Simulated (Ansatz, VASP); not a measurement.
**BAs: VASP beside Ansatz**

```
CELL_PARAMETERS angstrom
0.00000 2.40441 2.40441
2.40441 0.00000 2.40441
2.40441 2.40441 0.00000
ATOMIC_POSITIONS crystal
B 0.00000 0.00000 0.00000
As 0.25000 0.25000 0.25000
```

Alike in both runs: functional PBE; k mesh 10 × 10 × 10; occupations gaussian, width 0.02 eV; no spin polarisation.

Ansatz relaxed the structure, and its values are those at the end. VASP's run is a single point on that final structure, the one shown.

|  | VASP | Ansatz |
| --- | --- | --- |
| version | VASP 6.6.1 | Ansatz 0.2.0 |
| potentials or method | VASP PAW PBE potentials, release 64 (B, As) | scalar-relativistic, plane waves, PAW |
| plane-wave cutoff (eV) | 520 | 420 |
| valence electrons in the cell | 8 | 18 |

VASP gave:

```
gap on the k mesh at the Fermi level (eV) : 1.20
least direct gap on the mesh (eV)         : 3.25
pressure (GPa)                            : 0.6
```

What did Ansatz give for the same quantities?

gap on the k mesh at the Fermi level (eV): 1.20; least direct gap on the mesh (eV): 3.26; pressure (GPa): 0.0.

With one functional, cell and mesh, what is left measures potentials, basis and numerics. The two sets of potentials don't hold the same shells in valence.

A k mesh can miss the band edges. Expect the measured gap to be larger: semilocal functionals such as PBE lack the derivative discontinuity.
